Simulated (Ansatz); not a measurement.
Ge: relaxation of cell and atoms with PBE+D4

Crystal: Ge.

```
Ge
1.0
     1.39715   -2.60052    0.00000
     1.39715    2.60052    0.00000
     0.00000    0.00000    2.69823
Ge
1
Direct
  0.50000 0.50000 0.00000
```

This isn't the form of Ge at room conditions, which is diamond.

```yaml
Program: Ansatz 0.2.0
Task: relaxation of cell and atoms
Functional: PBE
Dispersion: D4
Potentials_or_basis: Ansatz PAW
Cutoff: "420 eV (not typed: the program's choice for these potentials)"
k_mesh: 11 × 11 × 10
Occupations: fermi-dirac, width 0.05 eV
Spin: no spin polarisation
```

* Relaxed volume: 18.56 Å³/atom
* Relaxed cell: a = 2.836 Å, b = 2.836 Å, c = 2.680 Å, α = 90.00°, β = 90.00°, γ = 120.57°
* Space group after relaxing (to 0.05 Å): P6/mmm (No. 191)
* Energy gained by relaxing: 16.9 meV/atom
* Ionic steps: 8
* Pressure after relaxing: 0.0 GPa
* Band gap on the k mesh: none (metal or under the smearing width)

The path:
| step | energy change (eV) | largest force (eV/Å) | volume (Å³) |
| --- | --- | --- | --- |
| 1 | 0.0000 | 0.0000 | 19.61 |
| 2 | -0.0149 | 0.0000 | 18.18 |
| 3 | -0.0168 | 0.0000 | 18.57 |
| 4 | -0.0169 | 0.0000 | 18.56 |
| 5 | -0.0171 | 0.0000 | 18.55 |
| 6 | -0.0171 | 0.0000 | 18.56 |
| 7 | -0.0171 | 0.0000 | 18.56 |
| 8 | -0.0169 | 0.0000 | 18.56 |

Final structure:
```
CELL_PARAMETERS angstrom
1.40591 -2.46335 0.00000
1.40591 2.46335 0.00000
0.00000 0.00000 2.67967
ATOMIC_POSITIONS crystal
Ge 0.50000 0.50000 0.00000
```

Levels at points of the mesh, in eV from the Fermi level:
```tsv
k point	band 5	band 6	band 7	band 8	band 9	band 10
(0.00, 0.00, 0.00)	-24.56	-13.36	6.49	8.52	8.75	10.02
(0.00, 0.00, -0.50)	-24.60	-9.52	-6.06	11.43	11.66	17.08
```

It took 14 s on 2 threads of Arm Neoverse V1, on a shared host, peak memory 0.34 GiB.

Caveat: the plane-wave basis is chosen anew once the cell has moved, so the energies of steps on either side of that aren't comparable; pairwise dispersion overbinds metals, which lowers pressure and volume.
